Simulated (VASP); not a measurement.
# InP (F-43m) in VASP: further runs

Runs on InP. Level: LDA. Tasks: single point.

Program: VASP 6.6.1. These are calculated values, not measurements. Logs are shortened: lines on timing, memory, paths and dates and some standing lists are left out, and cuts for length are marked.

**Measured values to compare with.**

A printed reference work, data compilation reports, for a bulk crystal of InP at 1.6 K: band gap 1.4236 eV (direct).

The runs below are set against these values where they give the same quantity.

## 1. The cell of the first run

Symmetry: F-43m, No. 216, cubic system. The conventional cell has a = 5.861 Å, b = 5.861 Å, c = 5.861 Å, α = 90.00°, β = 90.00°, γ = 90.00°. Within 3.3 Å of In (site symmetry -43m) lie 4 P at 2.54 Å. P (site symmetry -43m) has 4 In at 2.54 Å within 3.3 Å.

## 2. Single point, LDA

INCAR reads:

```
SYSTEM = InP
PREC     = Accurate       ! precision mode
ENCUT    = 520            ! plane-wave cutoff, eV
EDIFF    = 1E-7           ! SCF threshold, eV
ISMEAR   = 0              ! smearing method
SIGMA    = 0.01           ! smearing width, eV
LREAL    = .FALSE.        ! projectors in reciprocal space
LASPH    = .TRUE.         ! aspherical terms in the spheres
NELM     = 100            ! most SCF steps
ALGO     = Normal         ! electronic algorithm
ISIF     = 2              ! what is computed and relaxed
LWAVE    = .FALSE.        ! write WAVECAR
LCHARG   = .FALSE.        ! write CHGCAR
GGA      = CA             ! functional
NBANDS   = 16             ! bands
```

KPOINTS reads:

```
Automatic mesh
0
G
  6 6 6
  0 0 0
```

POSCAR reads:

```
InP
1.0
    0.0000000000      2.9305000000      2.9305000000
    2.9305000000      0.0000000000      2.9305000000
    2.9305000000      2.9305000000      0.0000000000
In P
1 1
Direct
    0.0000000000      0.0000000000      0.0000000000
    0.2500000000      0.2500000000      0.2500000000
```

Potentials or basis: VASP PAW LDA potentials, release 64 (In_d, P).

The run is started by

```bash
$ cat potpaw_LDA.64/In_d/POTCAR potpaw_LDA.64/P/POTCAR > POTCAR
$ mpirun -np 1 vasp_std > vasp.out
```

OUTCAR:

```text
SYSTEM = InP
   PREC = Accurate
   ENCUT = 520
   EDIFF = 1E-7
   ISMEAR = 0
   LREAL = .FALSE.
   LASPH = .TRUE.
   NELM = 100
   ISIF = 2
   GGA = CA

 ion  position               nearest neighbor table
   1  0.000  0.000  0.000-   2 2.54   2 2.54   2 2.54   2 2.54
   2  0.250  0.250  0.250-   1 2.54   1 2.54   1 2.54   1 2.54

  LATTYP: Found a face centered cubic cell.
 ALAT       =     5.8610000000

  Lattice vectors:

 A1 = (   0.0000000000,   2.9305000000,   2.9305000000)
 A2 = (   2.9305000000,   0.0000000000,   2.9305000000)
 A3 = (   2.9305000000,   2.9305000000,   0.0000000000)

Analysis of symmetry for initial positions (statically):
=====================================================================
 Subroutine PRICEL returns:
 Original cell was already a primitive cell.

 Routine SETGRP: Setting up the symmetry group for a
 face centered cubic supercell.

 Subroutine GETGRP returns: Found 24 space group operations
 (whereof 24 operations were pure point group operations)
 out of a pool of 48 trial point group operations.

The static configuration has the point symmetry T_d .

Analysis of symmetry for dynamics (positions and initial velocities):
=====================================================================
 Subroutine PRICEL returns:
 Original cell was already a primitive cell.

 Routine SETGRP: Setting up the symmetry group for a
 face centered cubic supercell.

 Subroutine GETGRP returns: Found 24 space group operations
 (whereof 24 operations were pure point group operations)
 out of a pool of 48 trial point group operations.

The dynamic configuration has the point symmetry T_d .

 Subroutine INISYM returns: Found 24 space group operations
 (whereof 24 operations are pure point group operations),
 and found     1 'primitive' translations

----------------------------------------------------------------------------------------

                                     Primitive cell

  volume of cell :      50.3333

  direct lattice vectors                    reciprocal lattice vectors
     0.000000000  2.930500000  2.930500000    -0.170619348  0.170619348  0.170619348
     2.930500000  0.000000000  2.930500000     0.170619348 -0.170619348  0.170619348
     2.930500000  2.930500000  0.000000000     0.170619348  0.170619348 -0.170619348

  length of vectors
     4.144352845  4.144352845  4.144352845     0.295521380  0.295521380  0.295521380

  position of ions in fractional coordinates (direct lattice)
     0.000000000  0.000000000  0.000000000
     0.250000000  0.250000000  0.250000000

  ion indices of the primitive-cell ions
   primitive index   ion index
                 1           1
                 2           2

----------------------------------------------------------------------------------------

 KPOINTS: Automatic mesh

Automatic generation of k-mesh.
 Grid dimensions read from file:
 generate k-points for:    6    6    6

 Generating k-lattice:

  Cartesian coordinates                     Fractional coordinates (reciprocal lattice)
    -0.028436558  0.028436558  0.028436558     0.166666667  0.000000000  0.000000000
     0.028436558 -0.028436558  0.028436558     0.000000000  0.166666667  0.000000000
     0.028436558  0.028436558 -0.028436558     0.000000000  0.000000000  0.166666667

  Length of vectors
     0.049253563  0.049253563  0.049253563

  Shift w.r.t. Gamma in fractional coordinates (k-lattice)
     0.000000000  0.000000000  0.000000000

 Subroutine IBZKPT returns following result:
 ===========================================

 Found     16 irreducible k-points:

 Following reciprocal coordinates:
            Coordinates               Weight
  0.000000  0.000000  0.000000      1.000000
  0.166667  0.000000  0.000000      8.000000
  0.333333  0.000000  0.000000      8.000000
  0.500000  0.000000  0.000000      4.000000
  0.166667  0.166667  0.000000      6.000000
  0.333333  0.166667  0.000000     24.000000
[... 8 lines left out ...]
 -0.333333  0.333333  0.166667     24.000000
 -0.333333  0.500000  0.166667     12.000000
   k-points           NKPTS =     16   k-points in BZ     NKDIM =     16   number of bands    NBANDS=     16
   number of dos      NEDOS =    301   number of ions     NIONS =      2
   total plane-waves  NPLWV =  32768
   dimension x,y,z NGX =    32 NGY =   32 NGZ =   32
   dimension x,y,z NGXF=    64 NGYF=   64 NGZF=   64
   ions per type =               1   1
   NGX,Y,Z   is equivalent  to a cutoff of  12.84, 12.84, 12.84 a.u.
   NGXF,Y,Z  is equivalent  to a cutoff of  25.67, 25.67, 25.67 a.u.
 SYSTEM =  InP
   PREC   = accura    normal or accurate (medium, high low for compatibility)
   ISTART =      0    job   : 0-new  1-cont  2-samecut
   ICHARG =      2    charge: 1-file 2-atom 10-const
   ISPIN  =      1    spin polarized calculation?
   LNONCOLLINEAR =      F non collinear calculations
   LSORBIT =      F    spin-orbit coupling
   LASPH  =      T    aspherical Exc in radial PAW
   ENCUT  =  520.0 eV  38.22 Ry    6.18 a.u.   7.71  7.71  7.71*2*pi/ulx,y,z
   NELM   =    100;   NELMIN=  2; NELMDL= -5     # of ELM steps
   EDIFF  = 0.1E-06   stopping-criterion for ELM
   LREAL  =      F    real-space projection
   EDIFFG = 0.1E-05   stopping-criterion for IOM
   NSW    =      0    number of steps for IOM
   IBRION =     -1    ionic relax: 0-MD 1-quasi-New 2-CG
   NFREE  =      0    steps in history (QN), initial steepest desc. (CG)
   ISIF   =      2    stress and relaxation
   ISYM   =      2    0-nonsym 1-usesym 2-fastsym
   POTIM  = 0.5000    time-step for ionic-motion
   TEBEG  =    0.0;   TEEND  =   0.0 temperature during run
   PSTRESS=    0.0 pullay stress
   NELECT =      18.0000    total number of electrons
   NUPDOWN=      -1.0000    fix difference up-down
   EMIN   =  10.00;   EMAX   =-10.00  energy-range for DOS
   EFERMI =   0.00;   METHOD = LEGACY
   ISMEAR =     0;   SIGMA  =   0.01  broadening in eV -4-tet -1-fermi 0-gaus
   EFERMI_NEDOS =   21; number of points for ismear=-14 and -15
   IALGO  =     38    algorithm
   IMIX   =      4    mixing-type and parameters
     AMIX     =   0.40;   BMIX     =  1.00
     AMIX_MAG =   1.60;   BMIX_MAG =  1.00
  volume/ion in A,a.u.               =      25.17       169.83
  Fermi-wavevector in a.u.,A,eV,Ry     =   1.162021  2.195901 18.371846  1.350293
  Thomas-Fermi vector in A             =   2.298587
   LORBIT       =      0    0 simple, 1 ext, 2 COOP (PROOUT), +10 PAW based schemes
   GGA     = CA    functional components
   LHFCALC =     F    Hartree Fock is set to
   AEXX    =    0.0000 exact exchange contribution
   IVDW    =     0    specifies the selected vdW correction
   LEPSILON=     F    determine dielectric tensor
   LRPA    =     F    only Hartree local field effects (RPA)
 non-spin polarized calculation
 Gauss-broadening in eV      SIGMA  =   0.01
  energy-cutoff  :      520.00
  volume of cell :       50.33
 maximum number of plane-waves:      1380
   NGX = 15   NGY = 15   NGZ = 15

 number of electron      18.0000005 magnetization

 Free energy of the ion-electron system (eV)
  ---------------------------------------------------
  ext. energy  EPLUGINS =         0.00000000
  ---------------------------------------------------
  free energy    TOTEN  =        -9.65677941 eV

  energy without entropy =       -9.65677941  energy(sigma->0) =       -9.65677941

 E-fermi :   5.1253     XC(G=0):  -9.6092

 val. band max:        5.0159810664   @ k =   0.0000   0.0000   0.0000
 cond. band min:       5.5231514142   @ k =   0.0000   0.0000   0.0000
 fundamental gap:      0.5071703479
 Fermi energy:         5.1253198559

 k-point     1 :       0.0000    0.0000    0.0000
  band No.  band energies     occupation
      1      -9.1791      2.00000
      2      -9.1791      2.00000
      3      -9.1791      2.00000
      4      -9.0245      2.00000
      5      -9.0245      2.00000
      6      -6.5306      2.00000
[... 8 lines left out ...]
     15      14.4623      0.00000
     16      14.4623      0.00000

 k-point     2 :       0.1667    0.0000    0.0000
  band No.  band energies     occupation
      1      -9.2109      2.00000
      2      -9.1665      2.00000
      3      -9.1665      2.00000
      4      -9.0241      2.00000
      5      -9.0241      2.00000
      6      -6.2147      2.00000
[... 8 lines left out ...]
     15      13.5768      0.00000
     16      14.2398      0.00000

 k-point     3 :       0.3333    0.0000    0.0000
  band No.  band energies     occupation
      1      -9.2699      2.00000
      2      -9.1465      2.00000
      3      -9.1465      2.00000
      4      -9.0177      2.00000
      5      -9.0177      2.00000
      6      -5.3951      2.00000
[... 8 lines left out ...]
     15      14.0468      0.00000
     16      14.0468      0.00000

 k-point     4 :       0.5000    0.0000    0.0000
  band No.  band energies     occupation
      1      -9.2976      2.00000
      2      -9.1398      2.00000
      3      -9.1398      2.00000
      4      -9.0110      2.00000
      5      -9.0110      2.00000
      6      -4.7766      2.00000
[... 8 lines left out ...]
     15      15.6131      0.00000
     16      15.6131      0.00000

 k-point     5 :       0.1667    0.1667    0.0000
  band No.  band energies     occupation
      1      -9.2334      2.00000
      2      -9.1536      2.00000
      3      -9.1536      2.00000
      4      -9.0357      2.00000
      5      -9.0156      2.00000
      6      -6.1110      2.00000
[... 8 lines left out ...]
     15      14.7112      0.00000
     16      15.2697      0.00000

 k-point     6 :       0.3333    0.1667    0.0000
  band No.  band energies     occupation
      1      -9.2793      2.00000
      2      -9.1357      2.00000
      3      -9.1304      2.00000
      4      -9.0406      2.00000
      5      -9.0079      2.00000
      6      -5.4514      2.00000
[... 8 lines left out ...]
     15      14.9505      0.00000
     16      15.5809      0.00000

 k-point     7 :       0.5000    0.1667    0.0000
  band No.  band energies     occupation
      1      -9.3052      2.00000
      2      -9.1317      2.00000
      3      -9.1214      2.00000
      4      -9.0291      2.00000
      5      -9.0076      2.00000
      6      -4.6578      2.00000
[... 8 lines left out ...]
     15      15.6700      0.00000
     16      15.8071      0.00000

 k-point     8 :      -0.3333    0.1667    0.0000
  band No.  band energies     occupation
      1      -9.2930      2.00000
      2      -9.1350      2.00000
      3      -9.1290      2.00000
      4      -9.0219      2.00000
      5      -9.0174      2.00000
      6      -4.8813      2.00000
[... 8 lines left out ...]
     15      14.8586      0.00000
     16      16.0426      0.00000

 k-point     9 :      -0.1667    0.1667    0.0000
  band No.  band energies     occupation
      1      -9.2509      2.00000
      2      -9.1516      2.00000
      3      -9.1462      2.00000
      4      -9.0300      2.00000
      5      -9.0170      2.00000
      6      -5.7250      2.00000
[... 8 lines left out ...]
     15      14.3598      0.00000
     16      15.7437      0.00000

 k-point    10 :       0.3333    0.3333    0.0000
  band No.  band energies     occupation
      1      -9.3242      2.00000
      2      -9.1006      2.00000
      3      -9.1006      2.00000
      4      -9.0627      2.00000
      5      -8.9978      2.00000
      6      -5.0110      2.00000
[... 8 lines left out ...]
     15      15.3483      0.00000
     16      18.1516      0.00000

 k-point    11 :       0.5000    0.3333    0.0000
  band No.  band energies     occupation
      1      -9.3407      2.00000
      2      -9.0976      2.00000
      3      -9.0875      2.00000
      4      -9.0607      2.00000
      5      -8.9970      2.00000
      6      -4.3363      2.00000
[... 8 lines left out ...]
     15      15.8493      0.00000
     16      16.9375      0.00000

 k-point    12 :      -0.3333    0.3333    0.0000
  band No.  band energies     occupation
      1      -9.3208      2.00000
      2      -9.1180      2.00000
      3      -9.0987      2.00000
      4      -9.0396      2.00000
      5      -9.0125      2.00000
      6      -4.2571      2.00000
[... 8 lines left out ...]
     15      14.1584      0.00000
     16      17.9998      0.00000

 k-point    13 :       0.5000    0.5000    0.0000
  band No.  band energies     occupation
      1      -9.3639      2.00000
      2      -9.0775      2.00000
      3      -9.0732      2.00000
      4      -9.0732      2.00000
      5      -8.9888      2.00000
      6      -4.1055      2.00000
[... 8 lines left out ...]
     15      15.7942      0.00000
     16      16.7566      0.00000

 k-point    14 :       0.5000    0.3333    0.1667
  band No.  band energies     occupation
      1      -9.3103      2.00000
      2      -9.1244      2.00000
      3      -9.1052      2.00000
      4      -9.0449      2.00000
      5      -9.0061      2.00000
      6      -4.7537      2.00000
[... 8 lines left out ...]
     15      15.9949      0.00000
     16      16.6773      0.00000

 k-point    15 :      -0.3333    0.3333    0.1667
  band No.  band energies     occupation
      1      -9.3196      2.00000
      2      -9.1252      2.00000
      3      -9.0943      2.00000
      4      -9.0394      2.00000
      5      -9.0110      2.00000
      6      -4.2559      2.00000
[... 8 lines left out ...]
     15      15.9617      0.00000
     16      16.5268      0.00000

 k-point    16 :      -0.3333    0.5000    0.1667
  band No.  band energies     occupation
      1      -9.3392      2.00000
      2      -9.1064      2.00000
      3      -9.0813      2.00000
      4      -9.0541      2.00000
      5      -9.0024      2.00000
      6      -4.0437      2.00000
[... 8 lines left out ...]
     15      16.2296      0.00000
     16      16.8951      0.00000

------------------------ aborting loop because EDIFF is reached ----------------------------------------

  FORCE on cell =-STRESS in cart. coord.  units (eV):
  Direction    XX          YY          ZZ          XY          YZ          ZX
  --------------------------------------------------------------------------------------
  -------------------------------------------------------------------------------------
  Total       -0.3754560     -0.3754560     -0.3754560     -0.0000000     -0.0000000     -0.0000000
  in kB      -11.9512802    -11.9512802    -11.9512802     -0.0000000     -0.0000000     -0.0000000
  external PRESSURE =     -11.9512802 kB  Pullay stress =       0.0000000 kB

 VOLUME and BASIS-vectors are now :
 -----------------------------------------------------------------------------
  energy-cutoff  :      520.00
  volume of cell :       50.33
      direct lattice vectors                 reciprocal lattice vectors
     0.000000000  2.930500000  2.930500000    -0.170619348  0.170619348  0.170619348
     2.930500000  0.000000000  2.930500000     0.170619348 -0.170619348  0.170619348
     2.930500000  2.930500000  0.000000000     0.170619348  0.170619348 -0.170619348

 POSITION                                       TOTAL-FORCE (eV/Angst)
 -----------------------------------------------------------------------------------
      0.00000      0.00000      0.00000        -0.000000     -0.000000      0.000000
      1.46525      1.46525      1.46525         0.000000      0.000000     -0.000000
 -----------------------------------------------------------------------------------
    total drift:                               -0.000000     -0.000000     -0.000000

  FREE ENERGIE OF THE ION-ELECTRON SYSTEM (eV)
  ---------------------------------------------------
  free  energy   TOTEN  =        -9.6567794129 eV

  energy  without entropy=       -9.6567794129  energy(sigma->0) =       -9.65677941
```

It took 6.1 s on 1 thread of Intel Xeon Platinum 8488C (Sapphire Rapids), shared host; peak memory 0.15 GiB.

Results:

```yaml
Free_energy: -9.6568 eV
Pressure: -1.2 GPa
Band_gap_on_the_k_mesh: 0.51 eV, direct
```

Caveat: spin-orbit coupling is left out, which moves the levels of the heavy elements.

(Continued in part 2 of 2.)
